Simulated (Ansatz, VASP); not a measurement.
# AlN in VASP and in Ansatz

```xyz
2
Lattice="2.1777 2.1777 0.0000 -2.1777 2.1777 0.0000 0.0000 2.1777 2.2007" Properties=species:S:1:pos:R:3 pbc="T T T"
Al    0.0000    0.0000    0.0000
N    -1.0889    3.2666    1.1004
```

Change from the starting cell: in-plane strain -0.005, out-of-plane length and atoms relaxed by PAW.

Alike in both runs: functional PBEsol; k mesh 10 × 10 × 10; no spin polarisation.

Ansatz relaxed the structure, and its values are those at the end. VASP's run is a single point on that final structure, the one shown.

```csv
,VASP,Ansatz
version,VASP 6.6.1,Ansatz 0.2.0
potentials or method,"VASP PAW PBE potentials, release 64 (Al, N)","PAW with Ansatz's default frozen-core files, scalar-relativistic"
plane-wave cutoff (eV),520,420
occupations,"gaussian, width 0.01 eV",fixed
valence electrons in the cell,8,8
```

|  | VASP | Ansatz | Ansatz less VASP |
| --- | --- | --- | --- |
| gap on the k mesh at the Fermi level (eV) | 3.16 | 3.16 | +0.009 |
| pressure (GPa) | 0.9 | 1.0 | +0.03 |

Caveats: the PAW data sets were made with another functional, which shifts forces and pressure a little (VASP). A k mesh can miss the band edges.
